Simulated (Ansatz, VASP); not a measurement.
# Cross-check of P (ladder P chain) between VASP and Ansatz, part 2 of 2

Aim: how closely do two programs agree when they are given the same cell, functional and k mesh? The structure shown is the start of the Ansatz relaxation below; VASP solves that cell, so the two are compared at the walk's first step. Other levels of theory on this material are compared in a session of their own.

VASP 6.6.1 and Ansatz 0.2.0.

So far: Set-up; Ansatz: relaxation, r2SCAN; VASP: single point, r2SCAN, start cell.

## (3) VASP: single point, r2SCAN, start cell (continued)

Level of this step: r2SCAN, zero-moment start; plane waves and PAW (P) (VASP).

Numbers of over 12 decimals in the logs are rounded to 6 here.

Parts of OUTCAR (step 3):

```text
ion  position               nearest neighbor table
   1  0.401  0.500  0.000-   2 2.07   2 2.07
   2  0.599  0.500  0.500-   1 2.07   1 2.07

  LATTYP: Found a simple orthorhombic cell.
 ALAT       =     2.0939900000
 B/A-ratio  =     3.5816789956
 C/A-ratio  =     4.2980147947

 Subroutine GETGRP returns: Found  8 space group operations
 (whereof  4 operations were pure point group operations)

The static configuration has the point symmetry C_2v.
 The point group associated with its full space group is D_2h.

 Found     20 irreducible k-points:

   k-points           NKPTS =     20   k-points in BZ     NKDIM =     20   number of bands    NBANDS=     12

   dimension x,y,z NGX =    64 NGY =   54 NGZ =   14
   dimension x,y,z NGXF=   128 NGYF=  108 NGZF=   28

   ENCUT  =  440.0 eV  32.34 Ry    5.69 a.u.  15.39 12.83  3.58*2*pi/ulx,y,z

   NELECT =      10.0000    total number of electrons

 k-points in reciprocal lattice and weights: Automatic mesh
   0.00000000  0.00000000  0.00000000       0.026
   0.00000000  0.00000000  0.02564103       0.051
   0.00000000  0.00000000  0.05128205       0.051
   0.00000000  0.00000000  0.07692308       0.051
   0.00000000  0.00000000  0.10256410       0.051
   0.00000000  0.00000000  0.12820513       0.051
   0.00000000  0.00000000  0.15384615       0.051
   0.00000000  0.00000000  0.17948718       0.051
   0.00000000  0.00000000  0.20512821       0.051
[...]
0.00000000  0.00000000  0.46153846       0.051
   0.00000000  0.00000000  0.48717949       0.051

 average (electrostatic) potential at core
       1 -94.0277       2 -94.0277

 E-fermi :  -1.6310

 spin component 1
 k-point     1 :       0.0000    0.0000    0.0000
  band No.  band energies     occupation
      1     -20.4495      1.00000
      2     -13.8519      1.00000
      3      -8.1951      1.00000
      4      -7.7312      1.00000
      5      -3.4374      1.00000
      6       0.8144      0.00000
      7       1.4461      0.00000
      8       2.7973      0.00000
      9       3.5124      0.00000
     10       4.2038      0.00000
    ...

 k-point     2 :       0.0000    0.0000    0.0256
  band No.  band energies     occupation
      1     -20.4275      1.00000
      2     -13.8304      1.00000
      3      -8.1734      1.00000
      4      -7.7101      1.00000
      5      -3.4161      1.00000
      6       0.8259      0.00000
      7       1.4673      0.00000
      8       2.8199      0.00000
      9       3.5356      0.00000
     10       4.2250      0.00000
    ...

 k-point     3 :       0.0000    0.0000    0.0513
  band No.  band energies     occupation
      1     -20.3615      1.00000
      2     -13.7662      1.00000
      3      -8.1081      1.00000
      4      -7.6466      1.00000
      5      -3.3523      1.00000
      6       0.8576      0.00000
      7       1.5308      0.00000
      8       2.8878      0.00000
      9       3.6051      0.00000
     10       4.2875      0.00000
    ...

 k-point     4 :       0.0000    0.0000    0.0769
  band No.  band energies     occupation
      1     -20.2517      1.00000
      2     -13.6594      1.00000
      3      -7.9993      1.00000
      4      -7.5407      1.00000
      5      -3.2461      1.00000
      6       0.8999      0.00000
      7       1.6357      0.00000
      8       3.0008      0.00000
      9       3.7208      0.00000
     10       4.3857      0.00000
    ...

 k-point     5 :       0.0000    0.0000    0.1026
  band No.  band energies     occupation
      1     -20.0980      1.00000
      2     -13.5103      1.00000
      3      -7.8471      1.00000
      4      -7.3926      1.00000
      5      -3.0975      1.00000
      6       0.9295      0.00000
      7       1.7806      0.00000
      8       3.1591      0.00000
      9       3.8828      0.00000
     10       4.4839      0.00000
    ...

 k-point     6 :       0.0000    0.0000    0.1282
  band No.  band energies     occupation
      1     -19.9007      1.00000
      2     -13.3194      1.00000
      3      -7.6514      1.00000
      4      -7.2022      1.00000
      5      -2.9068      1.00000
      6       0.8917      0.00000
      7       1.9626      0.00000
      8       3.3625      0.00000
      9       4.0910      0.00000
     10       4.2007      0.00000
    ...

  Total        8.0095611      0.0861573     11.7873774      0.0000000      0.0000000      0.0000000
  in kB       90.7906086      0.9766167    133.6132086      0.0000000      0.0000000      0.0000000
  external PRESSURE =      75.1268113 kB  Pullay stress =       0.0000000 kB

  energy-cutoff  :      440.00
  volume of cell :      141.34
      direct lattice vectors                 reciprocal lattice vectors
     9.000000000  0.000000000  0.000000000     0.111111111  0.000000000  0.000000000
     0.000000000  7.500000000  0.000000000     0.000000000  0.133333333  0.000000000
     0.000000000  0.000000000  2.093990000     0.000000000  0.000000000  0.477557199

 POSITION                                       TOTAL-FORCE (eV/Angst)
 -----------------------------------------------------------------------------------
      3.60548      3.75000      0.00000        -4.495770      0.000000      0.000000
      5.39452      3.75000      1.04699         4.495770      0.000000      0.000000
 -----------------------------------------------------------------------------------
    total drift:                                0.000000      0.000000      0.000000

  FREE ENERGIE OF THE ION-ELECTRON SYSTEM (eV)
  ---------------------------------------------------
  free  energy   TOTEN  =       -14.8009786350 eV

  energy  without entropy=      -14.7900884757  energy(sigma->0) =      -14.79553356

 total charge
# of ion       s       p       d       tot
------------------------------------------
    1        1.098   1.469   0.000   2.567
    2        1.098   1.469   0.000   2.567
--------------------------------------------------
tot          2.196   2.939   0.000   5.135

 magnetization (x)
# of ion       s       p       d       tot
------------------------------------------
    1       -0.000  -0.000   0.000  -0.000
    2       -0.000  -0.000   0.000  -0.000
--------------------------------------------------
tot         -0.000  -0.000   0.000  -0.000

[... 6 further parts left out ...]
```

## (4) Comparison

Known differences besides the potentials themselves: VASP keeps PBE cores, Ansatz makes them for the functional; the cutoff is 500 eV in Ansatz and 440 eV in VASP. Total energies have different zeros and are not compared.

Forces (eV/Å; atoms numbered as in POSCAR):

| atom | Ansatz x, y, z | VASP x, y, z |
| --- | --- | --- |
| P1 | -4.692, 0.000, 0.000 | -4.496, 0.000, 0.000 |
| P2 | 4.692, 0.000, 0.000 | 4.496, 0.000, 0.000 |

The forces differ by 113 meV/Å r.m.s., which is 4.4 % of the r.m.s. force of 2.596 eV/Å (both taken over all components). Moments aren't recorded for both runs of this pair, so they may hold unlike magnetic states.

## (5) Further runs

Further runs change the set-up of one program: Ansatz's method, potentials or start, or VASP's data sets, cutoff or form of LDA. The table gives that difference for each run.

| run | r.m.s. force difference (meV/Å) |
| --- | --- |
| as above | 113 |
| VASP with a cutoff of 550 eV (perhaps on Ansatz's relaxed cell) | 31 |

## (6) Results

| Property | Result |
| --- | --- |
| r.m.s. force difference (single point, r2SCAN, start cell) | 4.4 % of the r.m.s. force |

The r.m.s. force difference is 4.4 % of the r.m.s. force (single point, r2SCAN, start cell), beyond the 3 % picked in this series as the mark of a large difference. Single point, r2SCAN, start cell, VASP with a cutoff of 550 eV (perhaps on Ansatz's relaxed cell): r.m.s. force difference goes from 113 to 31 meV/Å. 8 further runs of this series are not shown here. How closely two codes agree says nothing of how well the functional describes the real material.

[Lines on the potential files, build, host, timing and source positions are cut from VASP's logs without a mark.]

[Logs are printed without paths, hosts, clocks, repeated set-up lines and the standing remarks that a program may print on its own settings, such as how far it seeks lower states.]

[Hosts, paths, dates, database ids (printed as entryN), source tags and the programs' standing remarks are cut or masked in the printed files.]

[Rows of further runs with another cutoff or data set may stand on the cell that Ansatz relaxed, not on the start cell of the pair above them.]
